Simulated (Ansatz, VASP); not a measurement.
Ni: VASP beside Ansatz

```
Ni
1.0
     2.26928    0.00000    0.00000
     0.00000    2.26928    0.00000
     0.00000    0.00000    2.26928
Ni
1
Direct
  0.00000 0.00000 0.00000
```

Alike in both runs: task single point; functional BLYP; k mesh 15 × 15 × 15; occupations fermi-dirac, width 0.05 eV; collinear spin.

|  | VASP | Ansatz |
| --- | --- | --- |
| version | VASP 6.6.1 | Ansatz 0.2.0 |
| potentials or method | VASP PAW PBE potentials, release 64 (Ni) | plane waves (420 eV) with PAW, scalar-relativistic |
| plane-wave cutoff (eV) | 520 | 420 |
| valence electrons in the cell | 10 | 18 |

```csv
,VASP,Ansatz,Ansatz less VASP
pressure (GPa),21.1,21.2,+0.13
net moment per atom (μB),0.37,0.38,+0.013
size of the moment on the site where the two differ most (μB),0.36,0.38,+0.019
```

Site moments also hang on the region over which each program counts them. The two sets of potentials don't hold the same shells in valence.

Caveats: so large a pressure means that the cell lies far from this level's equilibrium, or that cutoff or potentials fall short (VASP); the potentials were made for another functional, which shifts forces and pressure (VASP).
